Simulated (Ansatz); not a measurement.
# Evanescent states of GeTe (R3m, 2 atoms a cell, 33.1 Å³ an atom) along the normal of (100)

The numbers are results of r2SCAN (plane waves, PAW; Ansatz, a quantum-chemistry and plane-wave program), not measurements.

The gap is the functional's own, uncorrected, and κ follows it; spin-orbit coupling is left out. Mid-gap means the computed energy nearest the middle.

Energies count from the valence-band top; κ is the least over a 6×4 mesh across the current.

| E (eV) | κ (1/Å) | where |
|---|---|---|
| 0.03 | 0.038 | off Γ |
| 0.09 | 0.059 | off Γ |
| 0.15 | 0.072 | off Γ |
| 0.21 | ? | off Γ |
| 0.27 | ? | off Γ |
| 0.33 | ? | off Γ |
| 0.39 | ? | off Γ |
| 0.45 | ? | off Γ |
| 0.51 | ? | off Γ |
| 0.57 | 0.087 | off Γ |
| 0.63 | 0.071 | off Γ |
| 0.69 | 0.049 | off Γ |

### Question
Fill in the missing entries.

### Answer

- 0.21, κ (1/Å): 0.083
- 0.27, κ (1/Å): 0.091
- 0.33, κ (1/Å): 0.098
- 0.39, κ (1/Å): 0.104
- 0.45, κ (1/Å): 0.109
- 0.51, κ (1/Å): 0.099
